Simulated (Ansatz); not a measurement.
**CdSe: band gap under strain**

How does strain move the band edges of CdSe (zincblende), and do the functionals agree on it? States: +5.8 % biaxial strain in x and y, free along z; +4.6 % strain along z alone; +4.0 % equal strain in all directions.

Code: Ansatz 0.2.0. PAW datasets, plane waves. The values are computed, spin-unpolarised, and not measurements.

## 1. The system as given

The unstrained cell was relaxed with r2SCAN; in each strained cell the atoms were relaxed again with r2SCAN. Names of k-points are those of the unstrained zone, where strain can split equivalent points. First state: +5.8 % biaxial strain in x and y, free along z.

It is tetragonal, I-4m2 (No. 119); a = 4.590 Å, c = 5.570 Å in the conventional setting, 29.34 Å³ an atom. Around Cd lie 4 Se at 2.68 Å; around Se lie 4 Cd at 2.68 Å.

Structure file:

```xyz
2
Lattice="0.0000 3.2457 2.7851 3.2457 0.0000 2.7851 3.2457 3.2457 0.0000" Properties=species:S:1:pos:R:3 pbc="T T T"
Cd    0.0000    0.0000    0.0000
Se    1.6229    1.6229    1.3926
```

## 2. +5.8 % biaxial strain in x and y, free along z: PBE

The input, input.yaml:

```yaml
crystal:
  lattice:
    - [0.0, 3.2457122607, 2.7851436868]
    - [3.2457122607, 0.0, 2.7851436868]
    - [3.2457122607, 3.2457122607, 0.0]
  atoms:
    - { symbol: Cd, position: [0.0, 0.0, 0.0] }
    - { symbol: Se, position: [0.25, 0.25, 0.25] }
kpoints:
  mp_grid: { grid: [8, 8, 8] }
  band_path:
    path:
      - [0.0, 0.0, 0.0]
      - [-0.5, -0.5, 0.0]
      - [-0.375, -0.375, 0.25]
      - [-0.375, 0.0, 0.375]
      - [0.0, 0.0, 0.5]
      - [-0.5, -0.25, 0.25]
    npoints: 1
hamiltonian:
  xc: pbe
scf:
  occupations: { method: fermi_dirac, width: 0.02 }
  n_extra_bands: 4
output:
  forces: true
  stress: true
  eigenvalues: true
```

After this run come: +5.8 % biaxial strain in x and y, free along z: r2SCAN; +5.8 % biaxial strain in x and y, free along z: HSE06; +4.6 % strain along z alone: PBE; +4.6 % strain along z alone: r2SCAN; +4.6 % strain along z alone: HSE06; +4.0 % equal strain in all directions: PBE; +4.0 % equal strain in all directions: r2SCAN; +4.0 % equal strain in all directions: HSE06.

Before running it: what results should come out?

**Answer**, as computed:

Least gap in eV (negative: overlap):

```
                                         state   PBE  r2SCAN  HSE06
+5.8 % biaxial strain in x and y, free along z  0.25    0.73   1.15
                   +4.6 % strain along z alone  0.41    0.88   1.31
         +4.0 % equal strain in all directions  0.31    0.77   1.19
```

What this shows: Where both were run, the HSE06 gap lies +0.87 to +0.91 eV from PBE's, each on its own k points. In PBE the gap is least under +5.8 % biaxial strain in x and y, free along z (0.25 eV) and largest under +4.6 % strain along z alone (0.41 eV).
